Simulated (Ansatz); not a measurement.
# GaN (P-6m2) in Ansatz: further runs

Aim: see how the results for GaN move with the level of theory and the settings. Levels: HSE06, HSE03, HSEsol. Tasks: band structure.

Program: Ansatz 0.2.0. These are calculated values, not measurements. Logs are shortened: lines on timing, memory, paths and dates and some standing lists are left out, and cuts for length are marked.

### 1 Starting point

Symmetry: P-6m2, No. 187, hexagonal system. The conventional cell has a = 2.981 Å, b = 2.981 Å, c = 2.683 Å, α = 90.00°, β = 90.00°, γ = 120.00°. Around Ga (site symmetry -6m2) lie 6 N at 2.18 Å. N (site symmetry -6m2) has 6 Ga at 2.18 Å as nearest neighbours.

The cell was built by a generator and needn't be a form met in nature.

### 2 Band structure, HSE06

Contents of input:

```
crystal:
  lattice:
    - [2.98064, 0.0, 0.0]
    - [-1.49032, 2.58131, 0.0]
    - [0.0, 0.0, 2.68337]
  atoms:
    - { symbol: Ga, position: [0.66667, 0.33333, 0.5] }
    - { symbol: "N", position: [0.0, 0.0, 0.0] }
hamiltonian:
  xc: hse06
  pseudopotentials: { kind: paw }
kpoints:
  mp_grid: { grid: [5, 5, 5] }
  band_path:
    path:
      - [[0.0, 0.0, 0.0], [0.5, 0.0, 0.0], [0.3333333333, 0.3333333333, 0.0], [0.0, 0.0, 0.0], [0.0, 0.0, 0.5], [0.5, 0.0, 0.5], [0.3333333333, 0.3333333333, 0.5], [0.0, 0.0, 0.5]]
      - [[0.5, 0.0, 0.5], [0.5, 0.0, 0.0]]
      - [[0.3333333333, 0.3333333333, 0.0], [0.3333333333, 0.3333333333, 0.5]]
    npoints: 4
scf:
  occupations: { method: fermi_dirac, width: 0.05 }
  n_extra_bands: 6
output:
  forces: true
  stress: true
  eigenvalues: true
  fatbands: false
```

Potentials or basis: Ansatz PAW.

What it wrote:

```text
Warning: the atoms were moved onto the symmetric positions of the space group found under crystal.symmetry.tolerance 1.0e-5 (fractional; no operation is sought that the atoms, as they stand in a round, miss by more than twice it, and no atom is moved by as much as it), and the run uses the moved positions. Before a round's move an operation carried an atom to 1.49e-5 Å from where it should land, the largest such distance. Atom 0 (counting from 0) moved farthest, by 1.72e-5 Å; the longest move in fractions of the cell, of whichever atom, is 0.47 of the tolerance, in 1 round. To run the atoms as typed, lower crystal.symmetry.tolerance until the operations that they miss are no longer found, or set crystal.symmetry.detect: false (a key that needs symmetry detection or time reversal refuses this as the deck is read). The positions used, in the order of the run's atom list: position: [0.6666666666666666, 0.33333333333333337, 0.5]; position: [-2.7755575615628914e-17, 1.8503858249243818e-17, 0.0]; The lattice was moved too: crystal.lattice keeps the space group found at crystal.symmetry.tolerance 1.0e-5 only nearly: the operation that it misses by the most changes a squared length by the fraction 2.72e-8. The run uses the lattice that is a stretch of the typed one, with no rotation, onto the one that keeps every operation to a double's rounding (on a very oblique basis the stretch itself rounds by more); the deck's lattice vector that moved farthest moved by 2.34e-8 Å. To run the lattice as typed, set crystal.symmetry.tolerance under 2.71e-8, the least fraction by which an operation that the lattice misses changes a squared length (the same key also sets how far an atom may lie from its image, so lowering it can lose operations that the atoms keep only within it), or set crystal.symmetry.detect: false, as for the atoms. crystal.lattice made exact, in Å and degrees: [[2.980640023361873, 0.0, 0.0], [-1.4903200116809365, 2.581309979768025, 0.0], [0.0, 0.0, 2.68337]]. Pasted over the deck's crystal.lattice, beside positions in fractional coordinates, it runs the same cell (given as lengths and angles, that cell in the form's own orientation, a rigid turn of the misfit's size from the one run here, for which a checkpoint.post_process_only pass over this run's state can be refused: where this run relaxes nothing, give such a pass this deck's own crystal.lattice, as typed; behind a relaxation, as crystal.lattice, the state's own cell, identity.cell in its checkpoint.json), and a matrix so pasted ends this notice, except on a very skew basis of the lattice, where the rounding of the pasted numbers themselves can read as a misfit: the cell is then moved again, and that move is told again. The lattice as run is in this notice's lattice.as_run_ang field (Run.prep()["deck_notices"] in Python, the deck_notice line of an events file, deck_notices of ansatz run --dry-run=json, or deck_notices in record.json in the deck's checkpoint.write directory).
Warning: output.stress: scf.convergence.dr2_threshold = 1e-7 eV (the SCF's general default) is looser than the 2e-10 eV advised for a printed stress (1e-10 eV for each atom of the cell: 2). What an SCF threshold leaves in a stress goes as its square root, and in the free energy as the threshold itself, and one threshold admits the most on a small cell: of the crystals measured, under no hybrid functional and no lock of the moments, on runs that ended without the residual-converged pass, on stresses that held no estimate of that error, the worst erred by over 100 MPa in a component at 1e-7 eV an atom and by under 5 at 1e-10. Set scf.convergence.dr2_threshold to 2e-10 eV or tighter. The threshold is an SCF's pass mark: one that does not reach it within its budget of iterations ends unconverged, or closes short of it on a stop that the run arms, and scf.convergence.dr2_threshold's page says what that costs each kind of run
Warning: output.stress: scf.exx.energy_threshold = 1e-6 eV is looser than the 2e-8 eV advised for a stress under a hybrid functional (1e-8 eV for each atom of the cell: 2). Every SCF of the exchange loop can meet its threshold on dr2 while the loop round them stops early: no threshold on dr2 bounds what that leaves in the stress. Set scf.exx.energy_threshold to 2e-8 eV or tighter. The threshold is the loop's pass mark: a loop that does not reach it within its budget of cycles ends unconverged, and scf.exx.energy_threshold's page has the law
scf.n_extra_bands = 6 over 9 filled bands (N_el = 18.0): the run solves 15 bands
GPUs: using 1 of 1 available (devices: 1).
Engine: ansatz 0.2.0, x86_64-unknown-linux-gnu
Pseudopotentials: kind: paw
Pseudopotential: Ga, paw, valence charge 13, recommended cutoff 420 eV (normal), Ga.paw.azcp
Pseudopotential: N, paw, valence charge 5, recommended cutoff 420 eV (normal), N.paw.azcp
Functional definition: HSE06
  parameter a = 0.25
  parameter omega = 0.11/bohr
  exchange = pbe_x - a*pbe_x_sr(omega) + a*exact_x_sr(omega)
  correlation = pbe_c
device memory: the entry about to start is reckoned to put 0.4 GiB on a device that reports 68.6 GiB free (of which the cap on the GPU budget leaves the run 18.0 GiB)
GPU FFT provider: cuFFT
GPU libraries: cuBLAS 13.8.2, cuFFT 12.4.0, cuSOLVER 12.3.4
Crystal: 2 atoms, lattice volume = 20.646 Å³
Basis set: ecut = 420 eV, 393 PW (Γ), exchange–correlation on 40×40×36 points (8 copies of the dense FFT grid, shifted against one another)
Bands: 15, of which v1, the nominal top of the filled ones, is band 9 counted from 1 (8 counted from 0)
Symmetry: 12 space group operations
Space group: P-6m2 (ITA 187), of the structure as read, at distance tolerance 2.7e-5 Å
k-points: 15 of 125 (time reversal used)
Non-local potential: Ga, projectors of the file, l = 0: 2, l = 1: 2, l = 2: 3, l = 3: 1
Non-local potential: N, projectors of the file, l = 0: 2, l = 1: 2, l = 2: 1
PAW form: soft (Blöchl's): semilocal exchange-correlation on the pseudo side does not see the compensation charge
PAW frozen core: Ga, regenerated for the run's functional, and the local potential with it (the file was generated under x = pbe(κ = 0.804, μ = 0.2195149727645171), c = pbe(β = 0.06672455060314922))
PAW frozen core: N, regenerated for the run's functional, and the local potential with it (the file was generated under x = pbe(κ = 0.804, μ = 0.2195149727645171), c = pbe(β = 0.06672455060314922))
PAW one-centre angular grid: Ga, 590 points (default); XC on 64 Gauss nodes
PAW one-centre angular grid: N, 110 points (default); XC on 64 Gauss nodes
Initial density: superposition of atomic densities (neutral atoms: chi_scale 0, normalization atom), corrected by the library's trained network
Initial wavefunctions: pseudopotential atomic-orbital guess
GPU buffer pool allocated for 7200 grid points (all kernels)
GPU transforms: local potential and band sums: pruned to the plane-wave sphere, on 20×20×18
Functional: x = pbe(κ = 0.804, μ = 0.2195149727645171), c = pbe(β = 0.06672455060314922), warm-up for x = pbe(κ = 0.804, μ = 0.2195149727645171) + 0.25 (exact − pbe) at short range (hse, ω = 0.20786987370883472 Å⁻¹), c = pbe(β = 0.06672455060314922); HSE06 as pw.x's `hse` composes it (authors' and Libxc's form: `xc: wpbeh`)
SCF iter   1: F=—  HF=-4165.956834 eV  |F-HF|=—  |Δ(HF+E_count)|=         —  Δρ=1.20e-2  dr2=3.17e-2  ethr=1.77e-3  ⟨swp⟩=8.4  Hψ=1008  notcnv=0
preconditioner: auto → none  [insulator: Δε(μ)=0.132 eV  Ē_g=21.609 eV  σ=0.050 eV  W_gap=0.52  n_scr=8 (ndim 8)  ℏωp=34.7 eV  f_vac=0.000  D(μ)=0.83/eV (n_scr^D=8)]
SCF iter   2: F=—  HF=-4165.951618 eV  |F-HF|=—  |Δ(HF+E_count)|=   5.22e-3  Δρ=6.08e-3  dr2=7.32e-3  ethr=1.76e-4  ⟨swp⟩=3.3  Hψ=460  notcnv=0  defer=5
iter 3 solved again at ethr=9.25e-8 eV; its pass at ethr=4.07e-5 eV (dr2=1.66e-5 eV) is discarded
[... 31 lines left out ...]
GPU transforms: local potential and band sums: pruned to the plane-wave sphere, on 20×20×18
Exchange kernel: α = 0.2500, screened, ω = 0.2079 Å⁻¹, Wigner–Seitz truncation, v(0) = 1016.4054 eV·Å³, q-mesh 5×5×5, nearest image of the exchange supercell L = 13.42 Å, pair-density grid 15×15×15, without the augmentation charges, whose exchange is taken in its separable form by FFT convolution over the k-point mesh (sized by the pseudopotential files, 18×18×18 at the most), smooth part of the exact exchange by density-matrix convolution in up to 990.7 MiB of GPU memory as planned if the GPU has room (build and FFT work areas not counted)
Frozen-core exchange: fock
SCF iter   1: F=—  HF=-4166.264125 eV  |F-HF|=—  |Δ(HF+E_count)|=         —  Δρ=6.93e-5  dr2=7.84e-7  ethr=1.60e-6  ⟨swp⟩=4.0  Hψ=555  notcnv=0
preconditioner: auto → none  [insulator: Δε(μ)=0.333 eV  Ē_g=24.813 eV  σ=0.050 eV  W_gap=0.90  n_scr=8 (ndim 8)  ℏωp=34.7 eV  f_vac=0.000  D(μ)=0.05/eV (n_scr^D=0)]
SCF iter   2: F=—  HF=-4166.264126 eV  |F-HF|=—  |Δ(HF+E_count)|=   1.83e-6  Δρ=4.50e-5  dr2=1.79e-7  ethr=3.59e-9  ⟨swp⟩=4.3  Hψ=635  notcnv=0
SCF iter   3: F=—  HF=-4166.264126 eV  |F-HF|=—  |Δ(HF+E_count)|=   4.83e-8  Δρ=1.71e-5  dr2=2.05e-8  ethr=9.88e-10  ⟨swp⟩=3.4  Hψ=452  notcnv=0  defer=1
SCF iter   4: F=-4166.264126 eV  HF=-4166.264126 eV  |F-HF|=8.34e-10  |Δ(HF+E_count)|=   3.58e-9  Δρ=3.52e-6  dr2=9.45e-10  ethr=1.09e-10  ⟨swp⟩=3.7  Hψ=504  notcnv=0  defer=2
SCF 3 converged in 4 iterations: F = -4166.264126 eV  dr2 = 9.45e-10
  Residual-converged pass: ⟨swp⟩=3.0  Hψ=416  notcnv=0  max |occ|·‖R‖ = 2.3e-6 eV (tolerance 2.4e-6 eV)  dr2=9.37e-10  dr2_onsite=1.68e-9  max |Δocc| = 2.2e-13
hybrid outer 2: dexx = +8.368e-7 eV, tail = 2.37e-8 eV, Δε = 5.95e-3 eV (about 1.50e-4 eV left of the loop's levels)
device memory: the entry about to start is reckoned to put 0.3 GiB on a device that reports 63.5 GiB free (of which the cap on the GPU budget leaves the run 18.0 GiB)
NSCF: frozen V_eff on 39 k-points, pencils in batches of 32, up to order 68
hybrid SCF converged: 2 outer / 9 inner (+8 warm-up), last move |dexx| = 8.37e-7 eV, tail = 2.37e-8 eV
Stability not checked: this state was not tested for a lower state beside it, because the functional holds exact exchange (a hybrid, or Hartree-Fock), whose exchange loop this test does not read (fock_operator; see scf.lower_state_search)
Free energy (F): -4166.264126 eV
Frozen-core exchange: fock
Harris-Foulkes:  -4166.264126 eV  (|F-HF|=8.34e-10)
Internal energy: -4166.263548 eV  (E = F + TS)
E sigma→0 (E₀):  -4166.263837 eV
Entropy (-TS):   -0.000578 eV (-0.289 meV/atom)
Fermi energy:    12.350476 eV
--- Per-component energies (eV) ---
  E_band       = -19.619946
  E_kinetic    = 244.953327
  E_local      = -1766.641026  (includes V_loc(G=0)·N_el)
  E_nonlocal   = 477.390054
  E_hartree    = 824.180409
  E_xc         = -102.498411
  E_vxc        = -105.915421  (∫ρ·V_xc dr)
  E_exx        = -61.595005  (= α·E_x^exact, valence–valence)
  E_paw        = -2089.179200  (= ΣΔE_a)
  E_vpaw       = -394.577484  (= ΣTr[D̂ρ^β])
  E_aug_tail   = -0.000003  (compensation charges beyond the density's cutoff)
  E_ewald      = -1692.963796
  E_core_change = 0.090099  (= ΣΔE_core)
  E_smearing   = -0.000578  (= −TS)
  E_closure    = 0.000001  (closes the sum)
  Σ components = -4166.264126   (vs F -4166.264126, Δ=-9.09e-13)
--- Forces (eV/Å), atoms counted from 1 ---
  atom   1  Ga     0.00000000    -0.00000000     0.00000000
  atom   2  N      0.00000000    -0.00000000     0.00000000
  max |Σ_I F_I| component: 2.04e-16 eV/Å
--- Stress (GPa, compression-positive) ---
      -10.546491      -0.000000       0.000000
       -0.000000     -10.546491       0.000000
        0.000000       0.000000     -10.026570
  P = ⅓ Tr σ = -10.3732 GPa (-103.732 kbar)
--- Band table (eV; the first three rows and the last of 15) ---
  k-point 0: bands = ["-7.0902", "-5.9754", "-5.8591", "-5.8591", "-5.5777", "-5.5777", "10.5033", "10.7844", "10.7844", "12.4710", "22.7077", "22.7077", "23.6667", "27.7858", "29.3562"]
  k-point 1: bands = ["-6.3925", "-5.8682", "-5.8368", "-5.8368", "-5.6488", "-5.6488", "6.5747", "11.1187", "11.1187", "14.9118", "23.2336", "23.5177", "23.5177", "28.7289", "30.9785"]
  k-point 2: bands = ["-5.7995", "-5.7995", "-5.7625", "-5.7625", "-5.6939", "-4.7476", "2.4818", "11.7159", "11.7159", "17.3213", "20.4288", "25.4201", "25.4201", "29.3514", "29.3514"]
  k-point 14: bands = ["-6.4523", "-5.9214", "-5.8488", "-5.6559", "-5.4576", "-1.5835", "5.6524", "6.1967", "9.1451", "13.0725", "16.4983", "22.1135", "25.7300", "27.1932", "34.3695"]
```

Wall time 21 s (1 × NVIDIA H100 80GB HBM3 with 2 threads of AMD EPYC 7R13 (Zen 3), shared host); peak memory 1.7 GiB.

What came out:

```yaml
Free_energy: -4166.2641 eV
Pressure: -10.4 GPa
Band_gap_along_the_path: none (metal or under the smearing width)
```

Stress tensor (GPa, compression positive):
```
-10.55   0.00   0.00
  0.00 -10.55   0.00
  0.00   0.00 -10.03
```

Levels at the corners of the path, in eV from the Fermi level:
```csv
point,band 6,band 7,band 8,band 9,band 10,band 11,band 12,band 13
Γ,-17.93,-1.85,-1.57,-1.57,0.12,10.36,10.36,11.32
M,-16.16,-9.93,-3.59,-0.33,2.88,8.31,12.02,13.71
K,-15.64,-9.01,-7.28,-0.14,7.77,8.04,8.87,14.16
Γ,-17.93,-1.85,-1.57,-1.57,0.12,10.36,10.36,11.32
A,-16.67,-10.62,-0.52,-0.52,5.96,6.95,13.51,13.51
L,-13.88,-7.12,-6.42,-1.26,-0.91,7.92,8.69,8.86
H,-13.50,-6.39,-5.98,-3.38,0.57,1.49,10.67,14.57
A,-16.67,-10.62,-0.52,-0.52,5.96,6.95,13.51,13.51
L,-13.88,-7.12,-6.42,-1.26,-0.91,7.92,8.69,8.86
M,-16.16,-9.93,-3.59,-0.33,2.88,8.31,12.02,13.71
K,-15.64,-9.01,-7.28,-0.14,7.77,8.04,8.87,14.16
H,-13.50,-6.39,-5.98,-3.38,0.57,1.49,10.67,14.57
```

Caveat: the k mesh is coarse (spacing up to 0.49 Å⁻¹), so the values aren't converged, least of all with exact exchange; the pressure holds a Pulay correction of +0.5 GPa for the finite cutoff; the PAW data sets come from PBE, with cores solved anew for the run's functional, which leaves a small shift of forces and pressure; the thresholds are loose for stress.

### 3 Band structure, HSE03

Changes to input since step 2:

```diff
@@ -9,3 +9,3 @@
 hamiltonian:
-  xc: hse06
+  xc: { exchange: pbe, correlation: pbe, exx: { coeff: 0.25, omega: 0.3 } }
   pseudopotentials: { kind: paw }
```

Potentials or basis: Ansatz PAW.

It took 22 s on 1 × NVIDIA H100 80GB HBM3 with 2 threads of AMD EPYC 7R13 (Zen 3), shared host; peak memory 1.7 GiB.

It converged, with:

```
Free energy             : -4166.2212 eV
Pressure                : -9.3 GPa
Band gap along the path : none (metal or under the smearing width)
```

Stress tensor (GPa, compression positive):
```
-9.29  0.00  0.00
 0.00 -9.29  0.00
 0.00  0.00 -9.20
```

Levels at the corners of the path, in eV from the Fermi level:
```
point  band 6  band 7  band 8  band 9  band 10  band 11  band 12  band 13
    Γ  -17.76   -1.75   -1.48   -1.48     0.00    10.20    10.20    11.17
    M  -16.01   -9.76   -3.48   -0.24     2.76     8.11    11.87    13.54
    K  -15.48   -8.86   -7.12   -0.04     7.57     7.87     8.70    13.98
    Γ  -17.76   -1.75   -1.48   -1.48     0.00    10.20    10.20    11.17
    A  -16.52  -10.45   -0.44   -0.44     5.81     6.75    13.33    13.33
    L  -13.73   -6.99   -6.30   -1.17    -1.01     7.78     8.53     8.68
    H  -13.35   -6.27   -5.86   -3.27     0.44     1.38    10.48    14.41
    A  -16.52  -10.45   -0.44   -0.44     5.81     6.75    13.33    13.33
    L  -13.73   -6.99   -6.30   -1.17    -1.01     7.78     8.53     8.68
    M  -16.01   -9.76   -3.48   -0.24     2.76     8.11    11.87    13.54
    K  -15.48   -8.86   -7.12   -0.04     7.57     7.87     8.70    13.98
    H  -13.35   -6.27   -5.86   -3.27     0.44     1.38    10.48    14.41
```

Caveat: the k mesh is coarse (spacing up to 0.49 Å⁻¹), so the values aren't converged, least of all with exact exchange; the pressure holds a Pulay correction of +0.5 GPa for the finite cutoff; the PAW data sets come from PBE, with cores solved anew for the run's functional, which leaves a small shift of forces and pressure; the thresholds are loose for stress.

### 4 Band structure, HSEsol

Changes to input since step 3:

```diff
@@ -9,3 +9,6 @@
 hamiltonian:
-  xc: { exchange: pbe, correlation: pbe, exx: { coeff: 0.25, omega: 0.3 } }
+  xc:
+    exchange: hjs_pbesol
+    correlation: pbesol
+    exx: { coeff: 0.25, omega: 0.207 }
   pseudopotentials: { kind: paw }
```

It took 25 s on 1 × NVIDIA H100 80GB HBM3 with 2 threads of AMD EPYC 7R13 (Zen 3), shared host; peak memory 1.7 GiB.

Results (log left out):

| Item | Value |
| --- | --- |
| Free energy | -4134.1454 eV |
| Pressure | -14.8 GPa |
| Band gap along the path | none (metal or under the smearing width) |

Stress tensor (GPa, compression positive):
```
-14.76   0.00   0.00
  0.00 -14.76   0.00
  0.00   0.00 -14.97
```

Levels at the corners of the path, in eV from the Fermi level:
```tsv
point	band 7	band 8	band 9	band 10	band 11	band 12
Γ	-1.85	-1.56	-1.56	0.10	10.28	10.28
M	-9.98	-3.60	-0.32	2.83	8.27	11.98
K	-9.06	-7.31	-0.12	7.73	8.01	8.82
Γ	-1.85	-1.56	-1.56	0.10	10.28	10.28
A	-10.67	-0.51	-0.51	5.92	6.91	13.41
L	-7.14	-6.44	-1.24	-1.00	7.86	8.60
H	-6.40	-6.00	-3.38	0.47	1.41	10.62
A	-10.67	-0.51	-0.51	5.92	6.91	13.41
L	-7.14	-6.44	-1.24	-1.00	7.86	8.60
M	-9.98	-3.60	-0.32	2.83	8.27	11.98
K	-9.06	-7.31	-0.12	7.73	8.01	8.82
H	-6.40	-6.00	-3.38	0.47	1.41	10.62
```

Caveat: the k mesh is coarse (spacing up to 0.49 Å⁻¹), so the values aren't converged, least of all with exact exchange; the pressure holds a Pulay correction of +0.5 GPa for the finite cutoff; the PAW data sets come from PBE, with cores solved anew for the run's functional, which leaves a small shift of forces and pressure; the thresholds are loose for stress.

### 5 Summary

```csv
level,pressure (GPa)
HSE06,-10.4
HSE03,-9.3
HSEsol,-14.8
```

Alike in all rows: task band structure; potentials or basis Ansatz PAW; no spin polarisation; cell as given; k mesh 5 × 5 × 5; cutoff (eV) 420; smearing fermi-dirac 0.05 eV; the mesh is coarse, so values aren't converged.

Caveats: all runs use coarse meshes; the PAW data sets come from PBE, with cores solved anew for the run's functional, which leaves a small shift of forces and pressure; the thresholds are loose for stress.

Total energies depend on the potentials used, so only differences within one code and one set of settings carry meaning.
